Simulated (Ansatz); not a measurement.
## Does Sr3Ti2O7 in I4/mmm form from SrO and TiO2?

Plane-wave DFT in Ansatz with scalar-relativistic PAW potentials, cutoff 420 eV, Γ-centred meshes chosen by cell and gap, Gaussian smearing with energies taken to zero width. Every cell was relaxed (cell and atoms) in a run of its own, within the symmetry of its start. Functional: LDA.

The ternary relaxed to I4/mmm, 12 atoms in the computed cell, a = 3.847 Å, c = 20.011 Å; sites (symmetry × multiplicity) Sr 4/mmm × 2 + 4mm × 4, Ti 4mm × 4, O 2mm. × 8 + 4/mmm × 2 + 4mm × 4.

Total energies hold large constants for each element; a whole number of eV per atom of each element is taken off below, which cancels in a balanced reaction.

| compound | lowest structure computed | structures tried | V (Å³/atom) | gap on mesh (eV) | E (eV per formula unit, common shift removed) |
| --- | --- | --- | --- | --- | --- |
| Sr3Ti2O7 | I4/mmm | 1 | 12.34 | 1.93 | -45.9314 |
| SrO | Fm-3m | 2 | 16.24 | 3.12 | -6.8289 |
| TiO2 | P2_1/c | 13 | 9.26 | 2.20 | -11.2383 |

Task: Balance the reaction and work out its energy at 0 K.

Result: The balance is 3 SrO + 2 TiO2 → Sr3Ti2O7. ΔE = -2.968 eV per formula unit, -247 meV/atom, and the volume changes by -3.2 %. The ternary lies below these binaries, so it can form from them; whether it is stable also hangs on other ternaries and on other oxidation states, which this balance leaves out. Against the elements it is bound by 3.49 eV/atom, 14 times the size of this reaction energy: most of the binding is already in the binaries, and stability is decided by the small rest. A lower form of a binary that wasn't tried would raise the value, and a lower form of the ternary would lower it. This functional puts TiO2 lowest in P2_1/c, which isn't its usual phase at room temperature.